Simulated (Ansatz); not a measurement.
**GaN: band structure with LDA**

Crystal: GaN.

```
Ga N
1.0
     2.98064    0.00000    0.00000
    -1.49032    2.58131    0.00000
     0.00000    0.00000    2.68337
Ga N
1 1
Cartesian
  1.4903 0.8604 1.3417
  0.0000 0.0000 0.0000
```

The cell was built by a generator and needn't be a form met in nature.

```
Program                             : Ansatz 0.2.0
Task                                : band structure
Functional                          : LDA
Potentials or basis                 : Ansatz PAW
Cutoff                              : 420 eV (not typed: the program's choice for these potentials)
k mesh                              : 7 × 7 × 7
Occupations                         : fermi-dirac, width 0.05 eV
Spin                                : spin-orbit coupling, no magnetisation
Path                                : [["G", "M", "K", "G", "A", "L", "H", "A"], ["L", "M"], ["K", "H"]]
Points for each segment of the path : 14
```

| Property | Result |
| --- | --- |
| Pressure | -11.3 GPa |
| Band gap on the k mesh | none (metal or under the smearing width) |

Stress tensor (GPa, compression positive):
```
-10.52   0.00   0.00
  0.00 -10.52   0.00
  0.00   0.00 -13.01
```

Levels at the corners of the path, in eV from the Fermi level:
```
point  band 16  band 17  band 18  band 19  band 20  band 21
    Γ    -0.87    -0.85    -0.85    -0.08    -0.08     9.53
    M    -2.70     0.17     0.17     2.55     2.55     7.16
    K    -6.02     0.34     0.34     6.55     6.57     7.22
    Γ    -0.87    -0.85    -0.85    -0.08    -0.08     9.53
    A     0.04     0.06     0.06     5.44     5.44     5.83
    L    -5.25    -1.16    -1.16    -0.56    -0.56     7.31
    H    -4.89    -2.42    -2.41     0.02     0.02     1.29
    A     0.04     0.06     0.06     5.44     5.44     5.83
    L    -5.25    -1.16    -1.16    -0.56    -0.56     7.31
    M    -2.70     0.17     0.17     2.55     2.55     7.16
    K    -6.02     0.34     0.34     6.55     6.57     7.22
    H    -4.89    -2.42    -2.41     0.02     0.02     1.29
```

Run time: 11 s on 2 threads of Intel(R) Xeon(R) Processor @ 2.70GHz (shared host), peak memory 0.39 GiB.

Caveat: the pressure holds a Pulay correction of +0.6 GPa for the finite cutoff; the PAW data sets come from PBE, with cores solved anew for the run's functional, which leaves a small shift of forces and pressure.
